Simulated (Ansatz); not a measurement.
**The polar optical mode of MgO at 9 GPa, worked through**

Method: Ansatz 0.2.0, DFT PBEsol, scalar-relativistic, plane waves, PAW. Cutoff 420 eV, 10×10×10 k-points (Γ-centred), fixed occupations. No spin polarisation. Phonons by linear response, acoustic sum rule imposed.

The cell, relaxed at 9 GPa:
```cif
data_structure
_symmetry_space_group_name_H-M 'P 1'
_symmetry_Int_Tables_number 1
_cell_length_a 2.9292
_cell_length_b 2.9292
_cell_length_c 2.9292
_cell_angle_alpha 60.000
_cell_angle_beta 60.000
_cell_angle_gamma 60.000
_cell_volume 17.77
loop_
_atom_site_label
_atom_site_type_symbol
_atom_site_fract_x
_atom_site_fract_y
_atom_site_fract_z
_atom_site_occupancy
Mg1 Mg 0.00000 0.00000 0.00000 1
O1 O 0.50000 0.50000 0.50000 1
```

Linear response gives ν_TO = 435.8 cm⁻¹, Born charges ±1.958 e (positive on Mg) and ε∞ = 3.188. The primitive cell holds 17.773 Å³, and the masses are 24.305 and 15.999 amu.

Q: Find ν_LO and the static dielectric constant.

A: The long-wave field adds a restoring force: ω_LO² − ω_TO² = Z*²e²/(ε_vac ε∞ μV). In these units ν_LO² − ν_TO² = 4.92064×10⁷ Z*²/(μ V ε∞) cm⁻², with μ = m₁m₂/(m₁ + m₂) = 9.648 amu: 345313 cm⁻². So ν_LO = √(435.8² + 345313) = 731.6 cm⁻¹, and the run gives 731.6. Lyddane–Sachs–Teller then gives ε0 = ε∞ (ν_LO/ν_TO)² = 8.98, against 8.98 in the run (it forms both from the same three quantities, so the match checks the arithmetic only). Between ν_TO and ν_LO the dielectric function is negative and an undamped crystal reflects fully: a reststrahlen band from 13.7 to 22.9 μm.

Q: What do the Clausius–Mossotti polarisability and the Szigeti charge come to?

A: With the Lorentz local field, α = (3V/4π)(ε∞ − 1)/(ε∞ + 2) = 1.79 Å³ for the pair, and e_S = 3Z*/(ε∞ + 2) = 1.13 e. The Born charge includes the electrons' response to the dipole's own local field, and e_S takes that enhancement out. The Lorentz field assumes point-like polarisable ions, a fair picture at this small ε∞.

Q: How strongly does a slow electron couple to the LO mode?

A: For one isotropic parabolic band, Fröhlich's constant is α_F = (1/ε∞ − 1/ε0) √(m* Ry/ħω_LO), with Ry = 13.606 eV, ħω_LO = 90.7 meV and m* in free-electron masses: α_F = 0.2024 × 12.25 × √m* = 2.48 √m*. The band mass isn't part of this run; for m* = 0.1, 0.3 and 1 it gives 0.78, 1.36, 2.48. In weak coupling the polaron lies α_F ħω_LO below the band edge (123 meV at m* = 0.3) with a mass m*(1 + α_F/6); past α_F of about 5 or 6 that expansion fails. A semilocal functional's ε∞ tends to be too large, which taken alone lowers α_F.

Cost: 1 run of about 0.17 core-minutes, on AMD EPYC 7R43 (Zen 3) (shared hosts).

The Born charge of ±1.958 e lies close to the formal ionic value, as expected for closed-shell Mg²⁺ and O²⁻ with little charge transfer during the displacement. Nearly full ionic charges, light masses, a small cell and weak electronic screening together push the LO mode far above the TO mode, and lattice displacement rather than electronic polarisation supplies most of the static dielectric constant. The much smaller Szigeti charge, 1.13 e, doesn't by itself signal covalency: in the shell-model picture, short-range overlap distorts the oxygen charge cloud as the ions move and reduces the effective dipole.

For electrons in the dispersive, s-like conduction band, the coupling is probably weak to intermediate. Holes in the flatter O 2p bands are heavier and degenerate at the band edge, so the single-band estimate doesn't carry over to them, and short-range lattice distortion may matter as well. With only one pressure computed, the results don't show how compression shifts the balance between stiffer short-range forces and dipolar coupling.
